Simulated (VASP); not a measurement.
Crystal: MoP.

```
Mo P
1.0
     3.22300    0.00000    0.00000
    -1.61150    2.79120    0.00000
     0.00000    0.00000    3.19100
Mo P
1 1
Direct
  0.00000 0.00000 0.00000
  0.33333 0.66667 0.50000
```

Base run:

| Item | Value |
| --- | --- |
| Program | VASP 6.6.1 |
| Functional | PBE |
| Potentials or basis | VASP PAW PBE potentials, release 64 (Mo_sv, P) |
| Cutoff | 520 eV |
| k mesh | 10 × 10 × 8 |
| Occupations | fermi-dirac, width 0.05 eV |
| Spin | no spin polarisation |

Its results: band gap on the k mesh none (metal or under the smearing width); pressure 2.7 GPa.

Task: The run is repeated on the same cell with these changes: functional from PBE to PBEsol. What comes out?

Result: Band gap on the k mesh none (metal or under the smearing width); pressure -3.5 GPa.

PBEsol binds more tightly than PBE, so the same cell stands under less pressure.

Caveats: the PAW data sets were made with another functional, which shifts forces and pressure a little (some runs).
